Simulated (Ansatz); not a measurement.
## PtS2 under changes of volume

One of the cells (18.261 Å³/atom); the others are scaled copies at fixed shape and fractional positions:

```
Pt S
1.0
     3.54320    0.00000    0.00000
    -1.77160    3.06850    0.00000
     0.00000    0.00000    5.03880
Pt S
1 2
Direct
  0.00000 0.00000 0.00000
  0.66667 0.33333 0.77300
  0.33333 0.66667 0.22700
```

| Item | Value |
| --- | --- |
| Program | Ansatz 0.2.0 |
| Functional | PBE |
| Potentials or basis | Ansatz PAW |
| Cutoff | 420 eV (not typed: the program's choice for these potentials) |
| k mesh | 9 × 9 × 5 |
| Occupations | fermi-dirac, width 0.05 eV |
| Spin | no spin polarisation |

```tsv
volume (Å³/atom)	energy over the lowest point (meV/atom)	pressure (GPa)	gap on the mesh (eV)	largest force (eV/Å)
17.165	?	?	?	?
17.531	116.84	19.5	1.06	1.934
17.896	77.24	15.3	1.04	1.581
18.261	46.63	11.6	1.02	1.257
18.626	24.09	8.2	1.00	0.957
18.992	8.80	5.2	0.97	0.681
19.357	0.00	2.5	0.95	0.426
```

Question: What does the run at 17.165 Å³/atom give?

Answer: Energy over the lowest point 166.47 meV/atom; pressure 24.1 GPa; gap on the mesh 1.08 eV; largest force 2.317 eV/Å.

Worked out: A Birch-Murnaghan fit of order 3 (a polynomial in V^(-2/3)) to the other rows has its minimum at 19.74 Å³/atom, just outside them, with B0 = V·E''(V) = 123 GPa and B' = 4.8 at fixed shape and positions, which overstates the stiffness. It gives 166.67 meV/atom at 17.165 Å³/atom, against the run's 166.47, and -dE/dV = 24.2 GPa, against 24.1. A straight line through the other rows of the gap, of slope -1.12 eV per unit of ln V, extrapolates to 1.09 eV, against the run's 1.08.

Energies are extrapolated to zero smearing.

Caveats: odd divisions of the mesh miss points on the zone boundary, where band edges often lie, so the gap on the mesh can be too wide; spin-orbit coupling is left out, which moves the levels of the heavy elements; forces of over 1 eV/Å show positions far from the minimum, so gaps and moduli don't describe the material at rest (some runs).

A mesh can miss the band edges.
